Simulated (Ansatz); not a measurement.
# SnS2: the cost of one run

Method: DFT LDA, scalar-relativistic, plane waves, PAW, in Ansatz 0.2.0.

2 further runs of the same task are left out: 2 set aside as unsound or not needed.

**1. The structure to begin with**

It takes space group P-3m1 (No. 164, trigonal). Conventional cell: a = 3.632 Å, b = 3.632 Å, c = 5.699 Å, α = 90.00°, β = 90.00°, γ = 120.00°. Sn (site symmetry -3m) has 6 S at 2.56 Å as nearest neighbours. S (site symmetry 3m) is surrounded by 3 Sn at 2.56 Å.

As a file:

```cif
data_structure
_symmetry_space_group_name_H-M 'P 1'
_symmetry_Int_Tables_number 1
_cell_length_a 3.6323
_cell_length_b 3.6323
_cell_length_c 5.6986
_cell_angle_alpha 90.000
_cell_angle_beta 90.000
_cell_angle_gamma 120.000
_cell_volume 65.11
loop_
_atom_site_label
_atom_site_type_symbol
_atom_site_fract_x
_atom_site_fract_y
_atom_site_fract_z
_atom_site_occupancy
Sn1 Sn 0.00000 0.00000 0.00000 1
S1 S 0.66667 0.33333 0.25745 1
S2 S 0.33333 0.66667 0.74255 1
```

This cell was relaxed beforehand with the same method: volume 21.70 Å³/atom, gap on the mesh 1.04 eV.

**2. Relaxing at 1 GPa**

At a set pressure the run lowers the enthalpy E + PV, so the energy alone may rise along the way.

File input.yaml:

```yaml
crystal:
  lattice:
    - [3.6322974527, 0.0, 0.0]
    - [-1.8161487263, 3.1456618682, 0.0]
    - [0.0, 0.0, 5.6986094008]
  atoms:
    - { symbol: Sn, position: [0.0, 0.0, 0.0] }
    - { symbol: S, position: [0.6666666667, 0.3333333333, 0.2574471913] }
    - { symbol: S, position: [0.3333333333, 0.6666666667, 0.7425528087] }
basis:
  ecutwfc: 420
kpoints:
  mp_grid: { grid: [12, 12, 6] }
hamiltonian:
  xc: lda
scf:
  occupations: { method: fixed }
output:
  forces: true
  stress: true
  eigenvalues: true
relax:
  adjacent_minimum: "off"
  f_tol: 0.001
  max_steps: 60
  cell: { stress_tol: 0.02, p_target: 1.0 }
```

The run is started by

```
> ansatz run input.yaml --threads 1 --pin off --max-ram 3072MiB --backend cpu --events-out ev --progress --plain --runs-dir out
```

What time and memory should one allow on 1 thread of Intel Xeon Platinum 8488C (Sapphire Rapids), shared host?

About 36 s, with a peak of 0.45 GiB.
